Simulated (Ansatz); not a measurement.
MoS2 (started from an entry of an open crystallographic database), relaxed with r2SCAN+rVV10, was run in Ansatz 0.2.0 under altered settings. All numbers are computed, without spin polarisation but where a row says otherwise.

```
CELL_PARAMETERS angstrom
1.58759 0.91660 6.19393
-1.58759 0.91660 6.19393
0.00000 -1.83319 6.19393
ATOMIC_POSITIONS crystal
Mo 0.00010 0.00010 0.00010
S 0.24979 0.24979 0.24979
S 0.41711 0.41711 0.41711
```

The base run's other keys:
```yaml
kpoints:
  mp_grid: { grid: [4, 4, 4] }
hamiltonian:
  xc: hse06
scf:
  occupations: { method: fixed }
  n_extra_bands: 4
```

It takes 18 iterations with 1035 plane waves at 420 eV and 13 k points, and leaves a mean stress of -2.77 GPa. The gap over this mesh is 1.752 eV.

Outcomes, with energy and stress as changes against the base:
```tsv
setting	outcome	ΔF (meV/atom)	Δ mean stress (GPa)	gap on the mesh (eV)	iterations
scf.exx.ecutfock_ratio: 4	converged	0.0	0.0	1.752	19
PBE hybrid, exx coeff 0.15, omega 0.3 1/Å	converged	–	+2.1	1.444	15
PBE hybrid, exx coeff 0.75, omega 0.3 1/Å	converged	–	-7.8	2.462	30
PBE hybrid, exx coeff 0.35, unscreened	converged	–	-1.9	2.926	26
scf.occupations: fermi_dirac 0.2	converged	-0.3	0.0	1.748	24
scf.max_iter: 2	not converged	–	–	–	2
```
A dash marks a value that wasn't obtained or can't be compared. Stress is positive in compression.

- PBE hybrid, exx coeff 0.15, omega 0.3 1/Å. That is 15 % exact exchange, screened with ω = 0.3 1/Å, against HSE06's 25 % screened at 0.208 1/Å. The mean stress moves by +2.1 GPa and the gap on the mesh by -0.309 eV (to 1.444). Totals of different functionals aren't comparable.
- PBE hybrid, exx coeff 0.75, omega 0.3 1/Å. That is 75 % exact exchange, screened with ω = 0.3 1/Å, against HSE06's 25 % screened at 0.208 1/Å. The mean stress moves by -7.8 GPa and the gap on the mesh by +0.710 eV (to 2.462). Totals of different functionals aren't comparable.
- PBE hybrid, exx coeff 0.35, unscreened. That is 35 % exact exchange, at all ranges, against HSE06's 25 % screened at 0.208 1/Å. The mean stress moves by -1.9 GPa and the gap on the mesh by +1.174 eV (to 2.926). Totals of different functionals aren't comparable.
- scf.max_iter: 2. The run did not converge. It stopped after 2 iterations; the base needs 18. Nothing that it printed is a property of the solid. Error: did not converge after 2 iterations: dr2 = 1.28e-3 (threshold 1.00e-7), under the density mixer `msr1`, which `scf.mixing.algorithm: auto` chose by the deck's other keys (type `scf.mixing.algorithm: msr1` to keep it); this SCF is the semilocal warm-up of a hybrid solve, ahead of its exchange loop […]

Within 1 meV an atom, 0.1 GPa and 0.005 eV of the base stay: scf.exx.ecutfock_ratio: 4; scf.occupations: fermi_dirac 0.2.

The runs are scalar-relativistic, without spin-orbit coupling.

The stress of a hybrid is loosely converged in these runs.

The meshes of the hybrids are coarse, so their gaps aren't converged to the digits shown.
